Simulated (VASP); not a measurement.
AlN:

```
Al N
1.0
     3.11300    0.00000    0.00000
    -1.55650    2.69594    0.00000
     0.00000    0.00000    4.98100
Al N
2 2
Direct
  0.66667 0.33333 0.50000
  0.33333 0.66667 0.00000
  0.66667 0.33333 0.88000
  0.33333 0.66667 0.38000
```

Program: VASP 6.6.1. Alike in all runs: no spin polarisation; cell as given.

Question: Order these runs on this cell by their pressure, lowest first.
A. level HSE03; potentials or basis VASP PAW PBE potentials, release 64 (Al, N); k mesh 6 × 6 × 4; cutoff (eV) 520; smearing gaussian 0.02 eV; ladder gaps; grid for exact exchange (PRECFOCK) Fast; mesh quality not flagged
B. level PBE; potentials or basis VASP PAW PBE potentials, release 64 (Al_GW, N_GW); k mesh 4 × 4 × 2; cutoff (eV) 500; smearing gaussian 0.02 eV; mesh quality coarse
C. level r2SCAN50+ULG; potentials or basis VASP PAW PBE potentials, release 54 (Al, N); k mesh 5 × 5 × 3; cutoff (eV) 520; smearing tetrahedron; grid for exact exchange (PRECFOCK) Fast; exchange at q = 0 truncated; mesh quality coarse
D. level r2SCAN-EpsX; potentials or basis VASP PAW PBE potentials, release 64 (Al, N); k mesh 6 × 6 × 4; cutoff (eV) 520; smearing gaussian 0.02 eV; ladder gaps; grid for exact exchange (PRECFOCK) Fast; exchange at q = 0 truncated; share of exact exchange 0.2218; mesh quality not flagged
E. level PBEsol; potentials or basis VASP PAW PBE potentials, release 64 (Al, N); k mesh 10 × 10 × 6; cutoff (eV) 520; smearing gaussian 0.1 eV; mesh quality not flagged

Answer: C (-14.0 GPa), D (-4.0 GPa), A (-1.5 GPa), E (0.2 GPa), B (2.8 GPa).

Caveats: some runs use coarse meshes; the PAW data sets were made with another functional, which shifts forces and pressure a little (some runs); the cutoff is under 1.25 times the usual one of these potentials, so pressure, stress and relaxed cells hold a basis-set (Pulay) error (some runs); an odd mesh through Γ misses points on the zone boundary, where band edges often lie (some runs).

Not every run made on this cell is shown here.
